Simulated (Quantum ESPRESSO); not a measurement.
**WS2 in Quantum ESPRESSO: the effect of Hubbard term**

WS2:

```
W S
1.0
     1.57900    0.91164    6.16333
    -1.57900    0.91164    6.16333
     0.00000   -1.82327    6.16333
W S
1 2
Direct
  0.00000 0.00000 0.00000
  0.58100 0.58100 0.58100
  0.75030 0.75030 0.75030
```

Measurements of this composition are mostly on another form, of space group No. 194.

Alike in all runs:

```yaml
Program: Quantum ESPRESSO 7.5
Task: single point
Functional: PBEsol
Potentials_or_basis: GBRV 1.5 PBEsol
Cutoff: 762 eV
Density_cutoff: 6095 eV
k_mesh: 10 × 10 × 10
Occupations: fermi-dirac, width 0.05 eV
Spin: no spin polarisation
Hubbard_projectors: ortho-atomic
Mixing_beta: 0.3
Most_SCF_iterations: 120
SCF_threshold: 6e-10 Ry
```

| Hubbard term | gap on the mesh (eV) | pressure (GPa) |
| --- | --- | --- |
| none | 1.02 | -0.4 |
| W d U = 1 eV | 1.04 | -0.3 |
| W d U = 2 eV | 1.06 | -0.3 |
| W d U = 3 eV | 1.09 | -0.1 |
| W d U = 4 eV | 1.13 | 0.0 |
| W d U = 5 eV | 1.18 | 0.1 |
| W d U = 6 eV | ? | ? |
| W d U = 8 eV | 1.14 | 1.5 |

Q: What does the run with Hubbard term W d U = 6 eV give?

A: gap on the mesh 1.25 eV; pressure 0.4 GPa.

Worked out: The gap on the mesh follows no smooth curve through the other rows. A parabola through the other rows of the pressure, of slope 0.368 GPa per eV there, gives 0.6 GPa, against the run's 0.4.

Caveats: spin-orbit coupling is left out, which moves the levels of the heavy elements.

A k mesh can miss the band edges.

A gap of «none» marks a metal or a gap under the smearing width.
